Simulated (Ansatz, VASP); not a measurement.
## Cu: VASP beside Ansatz

```
Cu
1.0
     0.00000    1.78204    1.78204
     1.78204    0.00000    1.78204
     1.78204    1.78204    0.00000
Cu
1
Direct
  0.00000 0.00000 0.00000
```

Alike in both runs: task single point; functional PBEsol; k mesh 16 × 16 × 16; occupations fermi-dirac, width 0.08 eV; no spin polarisation.

|  | VASP | Ansatz |
| --- | --- | --- |
| version | VASP 6.6.1 | Ansatz 0.2.0 |
| potentials or method | VASP PAW PBE potentials, release 64 (Cu), cutoff 520 eV | all-electron LAPW, scalar-relativistic |

```tsv
	VASP	Ansatz	Ansatz less VASP
pressure (GPa)	0.8	0.0	-0.73
```

Ansatz ran all-electron here, so the differences hold the error of VASP's frozen core and of both bases. Ansatz warned: «optics_on_partly_filled_bands».

Caveats: the PAW data sets were made with another functional, which shifts forces and pressure a little (VASP).
